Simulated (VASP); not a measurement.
A run of VASP 6.6.1 is set up as follows.

INCAR

```
SYSTEM = B
ALGO     = Normal         ! electronic algorithm
EDIFF    = 1E-6           ! SCF threshold, eV
ENCUT    = 520            ! plane-wave cutoff, eV
GGA      = PE             ! functional
ISIF     = 2              ! what is computed and relaxed
ISMEAR   = 0              ! smearing method
LASPH    = .TRUE.         ! aspherical terms in the spheres
LCHARG   = .TRUE.         ! write CHGCAR
LELF     = .TRUE.         ! ELF
LREAL    = .FALSE.        ! projectors in reciprocal space
LVHAR    = .TRUE.       
LWAVE    = .FALSE.        ! write WAVECAR
NBANDS   = 10             ! bands
NELM     = 100            ! most SCF steps
PREC     = Accurate       ! precision mode
SIGMA    = 0.1            ! smearing width, eV
```

Contents of KPOINTS:

```
k-points
0
G
  9 9 4
  0 0 0
```

Contents of POSCAR:

```
B
1.0
    2.3379020897      0.0000000000      0.0000000000
   -1.1689510448      2.0246826012      0.0000000000
    0.0000000000      0.0000000000      4.2840885544
B
2
Direct
    0.6666666700      0.3333333300      0.7500000000
    0.3333333300      0.6666666700      0.2500000000
```

Potentials or basis: VASP PAW PBE potentials, release 64 (B).

Launch:

```bash
$ cat potpaw_PBE.64/B/POTCAR > POTCAR
$ mpirun -np 1 vasp_std > vasp.out
```

(1) What does it give for the pressure?

(2) What does it give for the band gap on the k mesh?

Answers

(1) -42.4 GPa.

(2) none (metal or under the smearing width).

Caveat: the k mesh is coarse (spacing up to 0.37 Å⁻¹), so the values aren't converged; the cell as given lies far from equilibrium; so large a pressure means that the cell lies far from this level's equilibrium, or that cutoff or potentials fall short.
